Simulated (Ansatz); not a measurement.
# Platinum, simple cubic under PBE: structure, energy and stiffness, part 2 of 2

What does PBE give for platinum in the simple cubic structure? We relax it, solve it on a dense k-mesh, then scale the cell to 7 volumes from 88 to 112 % of the relaxed one and try a fit of the equation of state. The start is ferromagnetic. The k-meshes are 12×12×12 for the relaxation; 20×20×20 for the dense run; 13×13×13 for the volumes.

Ansatz 0.2.0; DFT, PBE, plane waves (420 eV) with PAW, scalar-relativistic. Earlier steps stand in the parts before.

**3. Dense single point**

This is Pt in the simple cubic structure; at room conditions it is fcc.

input.yaml reads:

```yaml
crystal:
  lattice:
    - [2.6246004218, 0.0, 0.0]
    - [0.0, 2.6246004218, 0.0]
    - [0.0, 0.0, 2.6246004218]
  atoms:
    - { symbol: Pt, position: [0.0, 0.0, 0.0], spin: 1.0 }
hamiltonian:
  xc: pbe
  pseudopotentials:
    kind: paw
    azcp:
      Pt: "pseudopotentials/Pt.paw.azcp"
basis:
  ecutwfc: 420
  fft_grid_basis: typed
kpoints:
  mp_grid: { grid: [20, 20, 20], shift: [0, 0, 0] }
magnetization:
  spin_polarized: true
scf:
  occupations: { method: fermi_dirac, width: 0.05 }
```

On the command line:

```bash
$ ansatz run input.yaml --threads 2 --pin off --max-ram 6144MiB --backend cpu --events-out ev --progress --plain --runs-dir out
```

Log (excerpt; [...] marks lines left out):

```text
Warning: RAYON_NUM_THREADS=2 ignored (pool sized by the plan → 2); use --threads N
[...]
Pseudopotentials: kind: paw
Pseudopotential: Pt, paw, valence charge 18, recommended cutoff 420 eV (normal), <dir>
Functional definition: PBE
[...]
Crystal: 1 atoms, lattice volume = 18.080 Å³
Basis set: ecut = 420 eV, 365 PW (Γ)
Bands: 14, of which v1, the nominal top of the filled ones, is band 9 counted from 1 (8 counted from 0)
Symmetry: 48 space group operations
Space group: Pm-3m (ITA 221), of the structure as read, at distance tolerance 2.6e-5 Å
[...]
WARN: the starting moments were not kept: the SCF closed with an absolute magnetisation of 1.8e-7 μB, where they sum to 1 μB in size (1 site). That is at most 0.1 of that sum. Measured as dr2_m measures the in/out step, that magnetisation stands 1.6e-14 eV from none, at or under the [...]
SCF converged after 10 iterations
Magnetization: 0.0000 μB (9.0000 up, 9.0000 down)
Absolute magnetization: 0.0000 μB (∫|ρ↑−ρ↓|, with the PAW one-centre terms)
Spin contamination: 0.0000 ħ² per cell (⟨S²⟩ above its minimum at these occupations)
Per-site moments (μB) at R_I (Å): [(1.5346001854448745e-7, 1.0826476739925)]
Free energy (F): -12522.564091 eV
[...]
E sigma→0 (E₀):  -12522.557999 eV
Entropy (-TS):   -0.012184 eV (-12.184 meV/atom)
Fermi energy:    18.293325 eV
[...]
```

Run time: 4.1 s. Hardware: 2 threads of Intel Xeon Platinum 8375C at 2.90GHz (Ice Lake), shared host; peak memory 0.41 GiB.

**4. The cell scaled to 88 % of its volume**

input.yaml reads:

```yaml
crystal:
  lattice:
    - [2.5151125156, 0.0, 0.0]
    - [0.0, 2.5151125156, 0.0]
    - [0.0, 0.0, 2.5151125156]
  atoms:
    - { symbol: Pt, position: [0.0, 0.0, 0.0], spin: 1.0 }
hamiltonian:
  xc: pbe
  pseudopotentials:
    kind: paw
    azcp:
      Pt: "pseudopotentials/Pt.paw.azcp"
basis:
  ecutwfc: 420
  fft_grid_basis: typed
kpoints:
  mp_grid: { grid: [13, 13, 13], shift: [0, 0, 0] }
magnetization:
  spin_polarized: true
scf:
  occupations: { method: fermi_dirac, width: 0.05 }
  lower_state_search: "off"
output:
  stress: true
```

On the command line:

```bash
$ ansatz run input.yaml --threads 2 --pin off --max-ram 6144MiB --backend cpu --events-out ev --progress --plain --runs-dir out
```

Log (excerpt; [...] marks lines left out):

```text
Warning: RAYON_NUM_THREADS=2 ignored (pool sized by the plan → 2); use --threads N
[...]
[... 3 set-up lines as earlier in the session ...]
[...]
Crystal: 1 atoms, lattice volume = 15.910 Å³
Basis set: ecut = 420 eV, 305 PW (Γ)
Bands: 14, of which v1, the nominal top of the filled ones, is band 9 counted from 1 (8 counted from 0)
[... 2 set-up lines as earlier in the session ...]
[...]
WARN: the starting moments were not kept: the SCF closed with an absolute magnetisation of 8.3e-7 μB, where they sum to 1 μB in size (1 site). That is at most 0.1 of that sum. Measured as dr2_m measures the in/out step, that magnetisation stands 1.9e-13 eV from none, at or under the [...]
SCF converged after 14 iterations
Magnetization: 0.0000 μB (9.0000 up, 9.0000 down)
Absolute magnetization: 0.0000 μB (∫|ρ↑−ρ↓|, with the PAW one-centre terms)
Spin contamination: 0.0000 ħ² per cell (⟨S²⟩ above its minimum at these occupations)
Per-site moments (μB) at R_I (Å): [(4.837327821804548e-7, 1.037483912685)]
Free energy (F): -12522.378378 eV
[...]
E sigma→0 (E₀):  -12522.374735 eV
Entropy (-TS):   -0.007285 eV (-7.285 meV/atom)
Fermi energy:    21.845796 eV
[...]
--- Stress (GPa, compression-positive) ---
       33.197409       0.000000       0.000000
        0.000000      33.197409       0.000000
        0.000000       0.000000      33.197409
  P = ⅓ Tr σ = 33.1974 GPa (331.974 kbar)
```

Run time: 1.5 s. Hardware: 2 threads of Intel Xeon Platinum 8375C at 2.90GHz (Ice Lake), shared host; peak memory 0.31 GiB.

**5. The cell scaled to 92 % of its volume**

Edit input.yaml of step 4 so:

```diff
@@ -2,5 +2,5 @@
   lattice:
-    - [2.5151125156, 0.0, 0.0]
-    - [0.0, 2.5151125156, 0.0]
-    - [0.0, 0.0, 2.5151125156]
+    - [2.5526570436, 0.0, 0.0]
+    - [0.0, 2.5526570436, 0.0]
+    - [0.0, 0.0, 2.5526570436]
   atoms:
@@ -25 +25,5 @@
   stress: true
+  write_density: true
+  write_potential: true
+  elf: true
+  volumetric_format: npy
```

On the command line:

```bash
$ ansatz run input.yaml --threads 2 --pin off --max-ram 6144MiB --backend cpu --events-out ev --progress --plain --runs-dir out
```

Log (excerpt; [...] marks lines left out):

```text
Warning: RAYON_NUM_THREADS=2 ignored (pool sized by the plan → 2); use --threads N
[...]
[... 3 set-up lines as earlier in the session ...]
[...]
Crystal: 1 atoms, lattice volume = 16.633 Å³
Basis set: ecut = 420 eV, 341 PW (Γ)
Bands: 14, of which v1, the nominal top of the filled ones, is band 9 counted from 1 (8 counted from 0)
[... 2 set-up lines as earlier in the session ...]
[...]
WARN: the starting moments were not kept: the SCF closed with an absolute magnetisation of 7.8e-7 μB, where they sum to 1 μB in size (1 site). That is at most 0.1 of that sum. Measured as dr2_m measures the in/out step, that magnetisation stands 1.5e-13 eV from none, at or under the [...]
Per-site moments (μB) at R_I (Å): [(4.245409272006059e-7, 1.0529710304850002)]
Free energy (F): -12522.495060 eV
[...]
E sigma→0 (E₀):  -12522.491010 eV
Entropy (-TS):   -0.008100 eV (-8.100 meV/atom)
Fermi energy:    20.563450 eV
[...]
--- Stress (GPa, compression-positive) ---
       19.095787      -0.000000      -0.000000
        0.000000      19.095787       0.000000
        0.000000       0.000000      19.095787
  P = ⅓ Tr σ = 19.0958 GPa (190.958 kbar)
--- Band table (eV; the first three rows and the last of 168) ---
  k-point 0 ↑: bands = ["-77.7872", "-31.7373", "-31.7373", "-31.7373", "11.3781", "14.1778", "14.1778", "20.9009", "20.9009", "20.9009", "36.1638", "36.1638", "36.1638", "42.2987"]
[...]
```

It took 2.4 s on 2 threads of Intel Xeon Platinum 8375C at 2.90GHz (Ice Lake), shared host; peak memory 0.32 GiB.

Density in a lattice plane of the grid's cell (edges 2.55 and 2.55 Å, at 0.000 of the third edge), which holds Pt. It is the smooth density of the valence electrons, not physical close to the nuclei.

Ten even steps from ' ' (0.17 e/Å³) to '@' (12.05 e/Å³):
```
@@@@%%##**==--::..              ..::--==**##%%@@
%%%%##**++==::....              ....::==++**##%%
##****++==--::..                  ..::--==++****
++++====--::....                  ....::--====++
------::::....                      ....::::----
..........                              ........
....                                          ..
                                                
                                                
                                                
                                                
                                                
....                                          ..
..........                              ........
------::::....                      ....::::----
++++====--::....                  ....::--====++
##****++==--::..                  ..::--==++****
%%%%##**++==::....              ....::==++**##%%
@@@@%%##**==--::..              ..::--==**##%%@@
@@@@@@##**++--::..              ..::--++**##@@@@
```
Columns run along the first of these edges and rows up along the second, over one cell in 24 and 20 even steps from the bottom left corner. Atoms in the plane (fractional): Pt at (0.00, 0.00).

**6. The cell scaled to 96 % of its volume**

Edit input.yaml of step 5 so:

```diff
@@ -2,5 +2,5 @@
   lattice:
-    - [2.5526570436, 0.0, 0.0]
-    - [0.0, 2.5526570436, 0.0]
-    - [0.0, 0.0, 2.5526570436]
+    - [2.5891285003, 0.0, 0.0]
+    - [0.0, 2.5891285003, 0.0]
+    - [0.0, 0.0, 2.5891285003]
   atoms:
@@ -25,5 +25 @@
   stress: true
-  write_density: true
-  write_potential: true
-  elf: true
-  volumetric_format: npy
```

On the command line:

```bash
$ ansatz run input.yaml --threads 2 --pin off --max-ram 6144MiB --backend cpu --events-out ev --progress --plain --runs-dir out
```

Log (excerpt; [...] marks lines left out):

```text
Warning: RAYON_NUM_THREADS=2 ignored (pool sized by the plan → 2); use --threads N
[...]
[... 3 set-up lines as earlier in the session ...]
[...]
Crystal: 1 atoms, lattice volume = 17.356 Å³
Basis set: ecut = 420 eV, 341 PW (Γ)
Bands: 14, of which v1, the nominal top of the filled ones, is band 9 counted from 1 (8 counted from 0)
[... 2 set-up lines as earlier in the session ...]
[...]
WARN: the starting moments were not kept: the SCF closed with an absolute magnetisation of 1.1e-6 μB, where they sum to 1 μB in size (1 site). That is at most 0.1 of that sum. Measured as dr2_m measures the in/out step, that magnetisation stands 3.3e-13 eV from none, at or under the [...]
SCF converged after 15 iterations
Magnetization: -0.0000 μB (9.0000 up, 9.0000 down)
Absolute magnetization: 0.0000 μB (∫|ρ↑−ρ↓|, with the PAW one-centre terms)
Spin contamination: 0.0000 ħ² per cell (⟨S²⟩ above its minimum at these occupations)
Per-site moments (μB) at R_I (Å): [(5.419621883991409e-7, 1.0680155063737502)]
Free energy (F): -12522.555521 eV
[...]
E sigma→0 (E₀):  -12522.550977 eV
Entropy (-TS):   -0.009087 eV (-9.087 meV/atom)
Fermi energy:    19.393133 eV
[...]
--- Stress (GPa, compression-positive) ---
        8.157843       0.000000       0.000000
        0.000000       8.157843       0.000000
        0.000000       0.000000       8.157843
  P = ⅓ Tr σ = 8.1578 GPa (81.578 kbar)
```

Run time: 1.6 s. Hardware: 2 threads of Intel Xeon Platinum 8375C at 2.90GHz (Ice Lake), shared host; peak memory 0.31 GiB.

**7. The cell scaled to 100 % of its volume**

Edit input.yaml of step 6 so:

```diff
@@ -2,5 +2,5 @@
   lattice:
-    - [2.5891285003, 0.0, 0.0]
-    - [0.0, 2.5891285003, 0.0]
-    - [0.0, 0.0, 2.5891285003]
+    - [2.6246004218, 0.0, 0.0]
+    - [0.0, 2.6246004218, 0.0]
+    - [0.0, 0.0, 2.6246004218]
   atoms:
@@ -25 +25,5 @@
   stress: true
+  write_density: true
+  write_potential: true
+  elf: true
+  volumetric_format: npy
```

On the command line:

```bash
$ ansatz run input.yaml --threads 2 --pin off --max-ram 6144MiB --backend cpu --events-out ev --progress --plain --runs-dir out
```

Log (excerpt; [...] marks lines left out):

```text
Warning: RAYON_NUM_THREADS=2 ignored (pool sized by the plan → 2); use --threads N
[...]
[... 3 set-up lines as earlier in the session ...]
[...]
Crystal: 1 atoms, lattice volume = 18.080 Å³
Basis set: ecut = 420 eV, 365 PW (Γ)
Bands: 14, of which v1, the nominal top of the filled ones, is band 9 counted from 1 (8 counted from 0)
[... 2 set-up lines as earlier in the session ...]
[...]
WARN: the starting moments were not kept: the SCF closed with an absolute magnetisation of 2.9e-6 μB, where they sum to 1 μB in size (1 site). That is at most 0.1 of that sum. Measured as dr2_m measures the in/out step, that magnetisation stands 1.5e-12 eV from none, at or under the [...]
Per-site moments (μB) at R_I (Å): [(8.783696884334987e-7, 1.0826476739925)]
Free energy (F): -12522.572560 eV
[...]
E sigma→0 (E₀):  -12522.567416 eV
Entropy (-TS):   -0.010289 eV (-10.289 meV/atom)
Fermi energy:    18.327594 eV
[...]
--- Stress (GPa, compression-positive) ---
       -0.216583      -0.000000      -0.000000
       -0.000000      -0.216583       0.000000
        0.000000      -0.000000      -0.216583
  P = ⅓ Tr σ = -0.2166 GPa (-2.166 kbar)
--- Band table (eV; the first three rows and the last of 168) ---
  k-point 0 ↑: bands = ["-79.7578", "-33.7624", "-33.7624", "-33.7624", "9.9289", "12.6745", "12.6745", "18.5928", "18.5928", "18.5928", "33.4705", "33.4705", "33.4705", "39.1391"]
[...]
```

Wall time 2.5 s (2 threads of Intel Xeon Platinum 8375C at 2.90GHz (Ice Lake), shared host); peak memory 0.32 GiB.

**8. The cell scaled to 104 % of its volume**

Edit input.yaml of step 7 so:

```diff
@@ -2,5 +2,5 @@
   lattice:
-    - [2.6246004218, 0.0, 0.0]
-    - [0.0, 2.6246004218, 0.0]
-    - [0.0, 0.0, 2.6246004218]
+    - [2.6591385987, 0.0, 0.0]
+    - [0.0, 2.6591385987, 0.0]
+    - [0.0, 0.0, 2.6591385987]
   atoms:
```

On the command line:

```bash
$ ansatz run input.yaml --threads 2 --pin off --max-ram 6144MiB --backend cpu --events-out ev --progress --plain --runs-dir out
```

Log (excerpt; [...] marks lines left out):

```text
Warning: RAYON_NUM_THREADS=2 ignored (pool sized by the plan → 2); use --threads N
[...]
[... 3 set-up lines as earlier in the session ...]
[...]
Crystal: 1 atoms, lattice volume = 18.803 Å³
Basis set: ecut = 420 eV, 365 PW (Γ)
Bands: 14, of which v1, the nominal top of the filled ones, is band 9 counted from 1 (8 counted from 0)
[... 1 set-up line as earlier in the session ...]
Space group: Pm-3m (ITA 221), of the structure as read, at distance tolerance 2.7e-5 Å
[...]
WARN: the starting moments were not kept: the SCF closed with an absolute magnetisation of 3.6e-6 μB, where they sum to 1 μB in size (1 site). That is at most 0.1 of that sum. Measured as dr2_m measures the in/out step, that magnetisation stands 2.4e-12 eV from none, at or under the [...]
Per-site moments (μB) at R_I (Å): [(1.233670960523401e-6, 1.09689467196375)]
Free energy (F): -12522.556610 eV
[...]
E sigma→0 (E₀):  -12522.551117 eV
Entropy (-TS):   -0.010987 eV (-10.987 meV/atom)
Fermi energy:    17.354734 eV
[...]
--- Stress (GPa, compression-positive) ---
       -6.576693       0.000000       0.000000
        0.000000      -6.576693       0.000000
        0.000000       0.000000      -6.576693
  P = ⅓ Tr σ = -6.5767 GPa (-65.767 kbar)
--- Band table (eV; the first three rows and the last of 168) ---
  k-point 0 ↑: bands = ["-80.6158", "-34.6428", "-34.6428", "-34.6428", "9.2958", "12.0125", "12.0125", "17.5850", "17.5850", "17.5850", "32.2678", "32.2678", "32.2678", "37.7284"]
[...]
```

Run time: 2.2 s. Hardware: 2 threads of Intel Xeon Platinum 8375C at 2.90GHz (Ice Lake), shared host; peak memory 0.32 GiB.

**9. The cell scaled to 108 % of its volume**

Edit input.yaml of step 8 so:

```diff
@@ -2,5 +2,5 @@
   lattice:
-    - [2.6591385987, 0.0, 0.0]
-    - [0.0, 2.6591385987, 0.0]
-    - [0.0, 0.0, 2.6591385987]
+    - [2.6928021546, 0.0, 0.0]
+    - [0.0, 2.6928021546, 0.0]
+    - [0.0, 0.0, 2.6928021546]
   atoms:
@@ -25,5 +25 @@
   stress: true
-  write_density: true
-  write_potential: true
-  elf: true
-  volumetric_format: npy
```

On the command line:

```bash
$ ansatz run input.yaml --threads 2 --pin off --max-ram 6144MiB --backend cpu --events-out ev --progress --plain --runs-dir out
```

Log (excerpt; [...] marks lines left out):

```text
Warning: RAYON_NUM_THREADS=2 ignored (pool sized by the plan → 2); use --threads N
[...]
[... 3 set-up lines as earlier in the session ...]
[...]
Crystal: 1 atoms, lattice volume = 19.526 Å³
Basis set: ecut = 420 eV, 389 PW (Γ)
Bands: 14, of which v1, the nominal top of the filled ones, is band 9 counted from 1 (8 counted from 0)
[... 2 set-up lines as earlier in the session ...]
[...]
WARN: the starting moments were not kept: the SCF closed with an absolute magnetisation of 2.0e-6 μB, where they sum to 1 μB in size (1 site). That is at most 0.1 of that sum. Measured as dr2_m measures the in/out step, that magnetisation stands 8.2e-13 eV from none, at or under the [...]
SCF converged after 15 iterations
Magnetization: -0.0000 μB (9.0000 up, 9.0000 down)
Absolute magnetization: 0.0000 μB (∫|ρ↑−ρ↓|, with the PAW one-centre terms)
Spin contamination: 0.0000 ħ² per cell (⟨S²⟩ above its minimum at these occupations)
Per-site moments (μB) at R_I (Å): [(6.937320900630989e-7, 1.1107808887725)]
Free energy (F): -12522.515203 eV
[...]
E sigma→0 (E₀):  -12522.509492 eV
Entropy (-TS):   -0.011422 eV (-11.422 meV/atom)
Fermi energy:    16.446568 eV
[...]
--- Stress (GPa, compression-positive) ---
      -11.575602      -0.000000       0.000000
        0.000000     -11.575602       0.000000
        0.000000       0.000000     -11.575602
  P = ⅓ Tr σ = -11.5756 GPa (-115.756 kbar)
```

It took 1.7 s on 2 threads of Intel Xeon Platinum 8375C at 2.90GHz (Ice Lake), shared host; peak memory 0.32 GiB.

**10. The cell scaled to 112 % of its volume**

Edit input.yaml of step 9 so:

```diff
@@ -2,5 +2,5 @@
   lattice:
-    - [2.6928021546, 0.0, 0.0]
-    - [0.0, 2.6928021546, 0.0]
-    - [0.0, 0.0, 2.6928021546]
+    - [2.725644442, 0.0, 0.0]
+    - [0.0, 2.725644442, 0.0]
+    - [0.0, 0.0, 2.725644442]
   atoms:
```

On the command line:

```bash
$ ansatz run input.yaml --threads 2 --pin off --max-ram 6144MiB --backend cpu --events-out ev --progress --plain --runs-dir out
```

Log (excerpt; [...] marks lines left out):

```text
Warning: RAYON_NUM_THREADS=2 ignored (pool sized by the plan → 2); use --threads N
[...]
[... 3 set-up lines as earlier in the session ...]
[...]
Crystal: 1 atoms, lattice volume = 20.249 Å³
Basis set: ecut = 420 eV, 389 PW (Γ)
Bands: 14, of which v1, the nominal top of the filled ones, is band 9 counted from 1 (8 counted from 0)
[... 2 set-up lines as earlier in the session ...]
[...]
WARN: the starting moments were not kept: the SCF closed with an absolute magnetisation of 1.0e-6 μB, where they sum to 1 μB in size (1 site). That is at most 0.1 of that sum. Measured as dr2_m measures the in/out step, that magnetisation stands 1.5e-13 eV from none, at or under the [...]
SCF converged after 15 iterations
Magnetization: -0.0000 μB (9.0000 up, 9.0000 down)
Absolute magnetization: 0.0000 μB (∫|ρ↑−ρ↓|, with the PAW one-centre terms)
Spin contamination: 0.0000 ħ² per cell (⟨S²⟩ above its minimum at these occupations)
Per-site moments (μB) at R_I (Å): [(-1.9161670117395405e-8, 1.1243283323250002)]
Free energy (F): -12522.453784 eV
[...]
E sigma→0 (E₀):  -12522.447688 eV
Entropy (-TS):   -0.012192 eV (-12.192 meV/atom)
Fermi energy:    15.599452 eV
[...]
--- Stress (GPa, compression-positive) ---
      -15.464598      -0.000000       0.000000
       -0.000000     -15.464598       0.000000
        0.000000       0.000000     -15.464598
  P = ⅓ Tr σ = -15.4646 GPa (-154.646 kbar)
```

It took 1.8 s on 2 threads of Intel Xeon Platinum 8375C at 2.90GHz (Ice Lake), shared host; peak memory 0.32 GiB.

**11. Energy and pressure against volume**

All volumes keep the relaxed shape and fractional coordinates.

| V (Å³/atom) | E − E₀ (meV/atom) | P from the stress (GPa) | P from the fit (GPa) |
| --- | --- | --- | --- |
| 15.910 | 192.9 | 33.20 | 33.12 |
| 16.633 | 76.7 | 19.10 | 18.96 |
| 17.356 | 16.7 | 8.16 | 8.08 |
| 18.080 | 0.3 | -0.22 | -0.29 |
| 18.803 | 16.6 | -6.58 | -6.72 |
| 19.526 | 58.2 | -11.58 | -11.65 |
| 20.249 | 120.0 | -15.46 | -15.39 |

Fit (Birch-Murnaghan, third order): V₀ = 18.051 Å³/atom, B₀ = 185 GPa, B₀′ = 5.6, largest residual 0.27 meV/atom.

The fit is made to E(σ → 0), while the stress belongs to the free energy F; that is one source of the offset between the two pressures.

**12. Results**

The summary covers parts 1 to 2.

```
                      quantity                         value
space group (spins left aside)               Pm-3m (No. 221)
             conventional cell                   a = 2.625 Å
                        volume                18.080 Å³/atom
             shortest distance                       2.625 Å
               gap on the mesh  none (levels filled in part)
                magnetic state                  non-magnetic
               relative to fcc                 +460 meV/atom
                   V₀, B₀, B₀′  18.051 Å³/atom, 185 GPa, 5.6
```

What this shows: From the guessed start the volume grew by 10.9 % in 6 steps. It lies 460 meV/atom above the element's reference form at the same level (fcc, from a run of its own), so it is far from stable. The starting moments do not survive. Levels at the Fermi energy are filled in part, as in a metal. B₀ comes out at 185 GPa. The symmetry was held, so the structure may be unstable against distortions that break it.
